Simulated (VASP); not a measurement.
# ZnS (F-43m) in VASP: band structure with HSE06

Aim: the band structure of ZnS with HSE06.

Everything below comes from runs of VASP 6.6.1. Logs are shortened: lines on timing, memory, paths and dates and some standing lists are left out, and cuts for length are marked.

**What was measured.**

“Electronic, vibrational, and thermodynamic properties of ZnS (zincblende and rocksalt structure)”, 2009, arxiv:0911.5022 quotes, for a bulk crystal of ZnS at 19 K: band gap 3.85 eV (direct).

The runs below are set against these values where they give the same quantity.

### 1 The structure

Symmetry: F-43m, No. 216, cubic system. The conventional cell has a = 5.444 Å, b = 5.444 Å, c = 5.444 Å, α = 90.00°, β = 90.00°, γ = 90.00°. Zn (site symmetry -43m) has 4 S at 2.36 Å as nearest neighbours. Around S (site symmetry -43m) lie 4 Zn at 2.36 Å.

### 2 Band structure, HSE06

File POSCAR:

```
ZnS
1.0
    0.0000000000      2.7217980000      2.7217980000
    2.7217980000      0.0000000000      2.7217980000
    2.7217980000      2.7217980000      0.0000000000
Zn S
1 1
Direct
    0.2500000000      0.2500000000      0.2500000000
    0.0000000000      0.0000000000      0.0000000000
```

File INCAR.step1:

```
SYSTEM = ZnS
PREC = Accurate
ENCUT = 520
EDIFF = 1E-5
ISMEAR = 0
SIGMA = 0.02
LREAL = .False.
LASPH = .True.
NELM = 80
ALGO = Normal
ISIF = 2
LWAVE = .True.
LCHARG = .False.
NBANDS = 16
GGA = PE
```

File INCAR.step2:

```
SYSTEM = ZnS
PREC = Accurate
ENCUT = 520
EDIFF = 1E-6
ISMEAR = 0
SIGMA = 0.02
LREAL = .False.
LASPH = .True.
NELM = 80
ALGO = Normal
ISIF = 2
LWAVE = .False.
LCHARG = .False.
GGA = PE
LHFCALC = .True.
HFSCREEN = 0.2
PRECFOCK = Fast
NBANDS = 16
ISTART = 1
```

File KPOINTS:

```
Automatic mesh
0
Gamma
  6 6 6
  0 0 0
```

File KPOINTS_OPT:

```
path GXWKGLUWLK,UX
8
line-mode
reciprocal
 0.0000000000  0.0000000000  0.0000000000  G
 0.5000000000  0.0000000000  0.5000000000  X

 0.5000000000  0.0000000000  0.5000000000  X
 0.5000000000  0.2500000000  0.7500000000  W

 0.5000000000  0.2500000000  0.7500000000  W
 0.3750000000  0.3750000000  0.7500000000  K

 0.3750000000  0.3750000000  0.7500000000  K
 0.0000000000  0.0000000000  0.0000000000  G

 0.0000000000  0.0000000000  0.0000000000  G
 0.5000000000  0.5000000000  0.5000000000  L

 0.5000000000  0.5000000000  0.5000000000  L
 0.6250000000  0.2500000000  0.6250000000  U

 0.6250000000  0.2500000000  0.6250000000  U
 0.5000000000  0.2500000000  0.7500000000  W

 0.5000000000  0.2500000000  0.7500000000  W
 0.5000000000  0.5000000000  0.5000000000  L

 0.5000000000  0.5000000000  0.5000000000  L
 0.3750000000  0.3750000000  0.7500000000  K

 0.6250000000  0.2500000000  0.6250000000  U
 0.5000000000  0.0000000000  0.5000000000  X
```

Potentials or basis: VASP PAW PBE potentials, release 64 (Zn, S).

Launch:

```bash
$ cat potpaw_PBE.64/Zn/POTCAR potpaw_PBE.64/S/POTCAR > POTCAR
$ cp INCAR.step1 INCAR
$ mpirun -np 1 vasp_std > vasp.out
$ cp INCAR.step2 INCAR
$ mpirun -np 1 vasp_std > vasp.out
```

OUTCAR:

```text
SYSTEM = ZnS
   PREC = Accurate
   ENCUT = 520
   EDIFF = 1E-6
   ISMEAR = 0
   LREAL = .False.
   LASPH = .True.
   NELM = 80
   ISIF = 2
   GGA = PE
   LHFCALC = .True.
   HFSCREEN = 0.2
   PRECFOCK = Fast
   ISTART = 1

 ion  position               nearest neighbor table
   1  0.250  0.250  0.250-   2 2.36   2 2.36   2 2.36   2 2.36
   2  0.000  0.000  0.000-   1 2.36   1 2.36   1 2.36   1 2.36

  LATTYP: Found a face centered cubic cell.
 ALAT       =     5.4435960000

  Lattice vectors:

 A1 = (   0.0000000000,   2.7217980000,   2.7217980000)
 A2 = (   2.7217980000,   0.0000000000,   2.7217980000)
 A3 = (   2.7217980000,   2.7217980000,   0.0000000000)

Analysis of symmetry for initial positions (statically):
=====================================================================
 Subroutine PRICEL returns:
 Original cell was already a primitive cell.

 Routine SETGRP: Setting up the symmetry group for a
 face centered cubic supercell.

 Subroutine GETGRP returns: Found 24 space group operations
 (whereof 24 operations were pure point group operations)
 out of a pool of 48 trial point group operations.

The static configuration has the point symmetry T_d .

Analysis of symmetry for dynamics (positions and initial velocities):
=====================================================================
 Subroutine PRICEL returns:
 Original cell was already a primitive cell.

 Routine SETGRP: Setting up the symmetry group for a
 face centered cubic supercell.

 Subroutine GETGRP returns: Found 24 space group operations
 (whereof 24 operations were pure point group operations)
 out of a pool of 48 trial point group operations.

The dynamic configuration has the point symmetry T_d .

 Subroutine INISYM returns: Found 24 space group operations
 (whereof 24 operations are pure point group operations),
 and found     1 'primitive' translations

----------------------------------------------------------------------------------------

                                     Primitive cell

  volume of cell :      40.3272

  direct lattice vectors                    reciprocal lattice vectors
     0.000000000  2.721798000  2.721798000    -0.183702097  0.183702097  0.183702097
     2.721798000  0.000000000  2.721798000     0.183702097 -0.183702097  0.183702097
     2.721798000  2.721798000  0.000000000     0.183702097  0.183702097 -0.183702097
[... 82 lines left out ...]
   ISYM   =      3    0-nonsym 1-usesym 2-fastsym
   POTIM  = 0.5000    time-step for ionic-motion
   TEBEG  =    0.0;   TEEND  =   0.0 temperature during run
   PSTRESS=    0.0 pullay stress
   NELECT =      18.0000    total number of electrons
   NUPDOWN=      -1.0000    fix difference up-down
   EMIN   =  10.00;   EMAX   =-10.00  energy-range for DOS
   EFERMI =   0.00;   METHOD = LEGACY
   ISMEAR =     0;   SIGMA  =   0.02  broadening in eV -4-tet -1-fermi 0-gaus
   EFERMI_NEDOS =   21; number of points for ismear=-14 and -15
   IALGO  =     38    algorithm
   IMIX   =      1    mixing-type and parameters
     AMIX     =   0.40;   BMIX     =  1.00
     AMIX_MAG =   1.60;   BMIX_MAG =  1.00
  volume/ion in A,a.u.               =      20.16       136.07
  Fermi-wavevector in a.u.,A,eV,Ry     =   1.251122  2.364278 21.297296  1.565307
  Thomas-Fermi vector in A             =   2.385085
   LORBIT       =      0    0 simple, 1 ext, 2 COOP (PROOUT), +10 PAW based schemes
   GGA     = PE    functional components
   LHFCALC =     T    Hartree Fock is set to
   PRECFOCK=fast      Normal, Fast or Accurate (Low or Medium for compatibility)
   ENCUT4O =  -1.0   cutoff for four orbital integrals eV
   NKREDX  =     1    reduce k-point grid by
   NKREDY  =     1    reduce k-point grid by
   NKREDZ  =     1    reduce k-point grid by
   AEXX    =    0.2500 exact exchange contribution
   HFSCREEN=    0.2000 screening length (either q_TF or 0.3 A-1)
   HFSCREENC=   0.2000 screening length for correlation (either q_TF or 0.3 A-1)
   ENCUTFOCK=  -1.0 apply spherical cutoff to Coloumb kernel
   IVDW    =     0    specifies the selected vdW correction
   LEPSILON=     F    determine dielectric tensor
   LRPA    =     F    only Hartree local field effects (RPA)
 non-spin polarized calculation
 Gauss-broadening in eV      SIGMA  =   0.02
  energy-cutoff  :      520.00
  volume of cell :       40.33
 maximum number of plane-waves:      1106
 NGX is ok and might be reduce to    30
  NGX = 16; NGY = 16; NGZ = 16

 number of electron      18.0000008 magnetization

 Free energy of the ion-electron system (eV)
  ---------------------------------------------------
  ext. energy  EPLUGINS =         0.00000000
  ---------------------------------------------------
  free energy    TOTEN  =        -8.39364272 eV

  energy without entropy =       -8.39364272  energy(sigma->0) =       -8.39364272

 E-fermi :   1.3304     XC(G=0):  -7.8787

 val. band max:        1.1754539555   @ k =   0.0000   0.0000   0.0000
 cond. band min:       4.4156790459   @ k =   0.0000   0.0000   0.0000
 fundamental gap:      3.2402250903
 Fermi energy:         1.3304136001

 k-point     1 :       0.0000    0.0000    0.0000
  band No.  band energies     occupation
      1     -12.9958      2.00000
      2      -6.6060      2.00000
      3      -6.6060      2.00000
      4      -6.6060      2.00000
      5      -6.1854      2.00000
      6      -6.1854      2.00000
[... 281 lines left out ...]
      3      -6.3670      2.00000
      4      -6.2689      2.00000
      5      -6.1617      2.00000
      6      -5.8030      2.00000
[... 8 lines left out ...]
     15      16.7086      0.00000
     16      17.4671      0.00000

------------------------ aborting loop because EDIFF is reached ----------------------------------------

  FORCE on cell =-STRESS in cart. coord.  units (eV):
  Direction    XX          YY          ZZ          XY          YZ          ZX
  --------------------------------------------------------------------------------------
  -------------------------------------------------------------------------------------
  Total       -0.1881983     -0.1881983     -0.1881983     -0.0000000     -0.0000000     -0.0000000
  in kB       -7.4770222     -7.4770222     -7.4770222     -0.0000000     -0.0000000     -0.0000000
  external PRESSURE =      -7.4770222 kB  Pullay stress =       0.0000000 kB

 VOLUME and BASIS-vectors are now :
 -----------------------------------------------------------------------------
  energy-cutoff  :      520.00
  volume of cell :       40.33
      direct lattice vectors                 reciprocal lattice vectors
     0.000000000  2.721798000  2.721798000    -0.183702097  0.183702097  0.183702097
     2.721798000  0.000000000  2.721798000     0.183702097 -0.183702097  0.183702097
     2.721798000  2.721798000  0.000000000     0.183702097  0.183702097 -0.183702097

 POSITION                                       TOTAL-FORCE (eV/Angst)
 -----------------------------------------------------------------------------------
      1.36090      1.36090      1.36090        -0.000000     -0.000000     -0.000000
      0.00000      0.00000      0.00000         0.000000      0.000000      0.000000
 -----------------------------------------------------------------------------------
    total drift:                               -0.000137     -0.000099     -0.000068

  FREE ENERGIE OF THE ION-ELECTRON SYSTEM (eV)
  ---------------------------------------------------
  free  energy   TOTEN  =        -8.3936427210 eV

  energy  without entropy=       -8.3936427210  energy(sigma->0) =       -8.39364272
```

Wall time 43 min (1 thread of AMD EPYC 9R45 (Zen 5), shared host); peak memory 0.3 GiB.

Results:

* Free energy: -8.3936 eV
* Pressure: -0.7 GPa
* Band gap on the k mesh: 3.24 eV, direct
* Band gap along the path: 3.24 eV, direct

Levels at the corners of the path, in eV from the valence-band top:
```tsv
point	band 6	band 7	band 8	band 9	band 10	band 11	band 12	band 13
Γ	-7.36	0.00	0.00	0.00	3.24	7.71	7.71	7.71
X	-7.10	-4.89	-2.27	-2.27	4.44	5.28	12.40	13.56
X	-7.10	-4.89	-2.27	-2.27	4.44	5.28	12.40	13.56
W	-6.94	-4.72	-2.88	-2.76	6.80	7.45	9.20	9.44
W	-6.94	-4.72	-2.88	-2.76	6.80	7.45	9.20	9.44
K	-6.99	-4.78	-3.23	-1.85	5.26	7.25	10.70	11.23
K	-6.99	-4.78	-3.23	-1.85	5.26	7.25	10.70	11.23
Γ	-7.36	0.00	0.00	0.00	3.24	7.71	7.71	7.71
Γ	-7.36	0.00	0.00	0.00	3.24	7.71	7.71	7.71
L	-7.14	-5.45	-0.88	-0.88	4.51	8.21	8.21	10.15
L	-7.14	-5.45	-0.88	-0.88	4.51	8.21	8.21	10.15
U	-6.99	-4.78	-3.23	-1.85	5.26	7.25	10.70	11.23
U	-6.99	-4.78	-3.23	-1.85	5.26	7.25	10.70	11.23
W	-6.94	-4.72	-2.88	-2.76	6.80	7.45	9.20	9.44
W	-6.94	-4.72	-2.88	-2.76	6.80	7.45	9.20	9.44
L	-7.14	-5.45	-0.88	-0.88	4.51	8.21	8.21	10.15
L	-7.14	-5.45	-0.88	-0.88	4.51	8.21	8.21	10.15
K	-6.99	-4.78	-3.23	-1.85	5.26	7.25	10.70	11.23
U	-6.99	-4.78	-3.23	-1.85	5.26	7.25	10.70	11.23
X	-7.10	-4.89	-2.27	-2.27	4.44	5.28	12.40	13.56
```

Caveat: the PAW data sets were made with another functional, which shifts forces and pressure a little.

### 3 Comparison with measurements

Step 2. A measured gap of ZnS is 3.85 eV (direct; 19 K; quoted in “Electronic, vibrational, and thermodynamic properties of ZnS (zincblende and rocksalt structure)”, 2009, arxiv:0911.5022); the calculated 3.24 eV misses it by -0.61 eV. The value is that of HSE06, without temperature or zero-point motion.
